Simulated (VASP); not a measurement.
Runs of VASP 6.6.1 on ZnSe (Stilleite). The structure is cubic, space group F-43m (No. 216). The conventional cell has a = 5.577 Å, b = 5.577 Å, c = 5.577 Å, α = 90.00°, β = 90.00°, γ = 90.00°. Zn (site symmetry -43m) has 4 Se at 2.41 Å as nearest neighbours. Se (site symmetry -43m) has 4 Zn at 2.41 Å as nearest neighbours. 

| task | level | potentials or basis | cell | k mesh | cutoff (eV) | by perturbation theory | gap on the mesh (eV) | pressure (GPa) |
| --- | --- | --- | --- | --- | --- | --- | --- | --- |
| relaxation of the atoms | LDA | VASP PAW LDA potentials, release 64 (Zn, Se) | atoms relaxed from: a relaxed cell with its volume scaled by 1.02 | 8 × 8 × 8 | 600 | - | 1.19 | -1.4 |
| relaxation of cell and atoms | LDA | VASP PAW LDA potentials, release 64 (Zn, Se) | relaxed | 8 × 8 × 8 | 600 | - | (b) | 0.0 |
| relaxation of the atoms | LDA | VASP PAW LDA potentials, release 64 (Zn, Se) | atoms relaxed from: a relaxed cell with its volume scaled by 1.04 | 8 × 8 × 8 | 600 | - | 1.11 | -2.6 |
| relaxation of the atoms | LDA | VASP PAW LDA potentials, release 64 (Zn, Se) | atoms relaxed from: a relaxed cell with its volume scaled by 0.96 | 8 × 8 × 8 | 600 | - | 1.44 | 3.2 |
| relaxation of the atoms | LDA | VASP PAW LDA potentials, release 64 (Zn, Se) | atoms relaxed from: a relaxed cell with its volume scaled by 0.94 | 8 × 8 × 8 | 600 | - | 1.54 | 5.1 |
| relaxation of cell and atoms | r2SCAN | VASP PAW PBE potentials, release 64 (Zn, Se) | relaxed | 8 × 8 × 8 | 600 | - | (a) | 0.0 |
| single point | LDA | VASP PAW LDA potentials, release 64 (Zn, Se) | F-43m, 22.76 Å³/atom | 6 × 6 × 6 | 520 | - | 1.07 | -3.1 |

Alike in all rows: no spin polarisation; smearing gaussian 0.03 eV.

**Question.** Fill in the values left out.

**Answer.** (a) 1.87; (b) 1.27.

Caveats: the relaxation stopped at its first step, so nothing moved (some runs); the PAW data sets were made with another functional, which shifts forces and pressure a little (some runs).

A k mesh can miss the band edges, and the runs leave out spin-orbit coupling on Se.

Runs at the PBE level aren't shown here.
